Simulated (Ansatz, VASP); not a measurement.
## One calculation of Cd, two programs

```
CELL_PARAMETERS angstrom
2.92224 0.00000 0.00000
0.00000 2.92224 0.00000
0.00000 0.00000 2.92224
ATOMIC_POSITIONS crystal
Cd 0.00000 0.00000 0.00000
```

Alike in both runs: task relaxation of cell and atoms; functional PBE; k mesh 14 × 14 × 14; occupations fermi-dirac, width 0.05 eV; no spin polarisation.

```csv
,VASP,Ansatz
version,VASP 6.6.1,Ansatz 0.2.0
potentials or method,"VASP PAW PBE potentials, release 64 (Cd)","PAW with Ansatz's default frozen-core files, scalar-relativistic"
plane-wave cutoff (eV),600,420
valence electrons in the cell,12,20
```

Ansatz gave:

```
relaxed volume (Å³/atom)                                     : 26.91
relaxed cell length with the largest relative difference (Å) : 2.997
energy change over the relaxation (meV/atom)                 : -16
```

Estimate VASP's values.

relaxed volume (Å³/atom): 27.03; relaxed cell length with the largest relative difference (Å): 3.001; energy change over the relaxation (meV/atom): -18.

The two sets of potentials don't hold the same shells in valence.
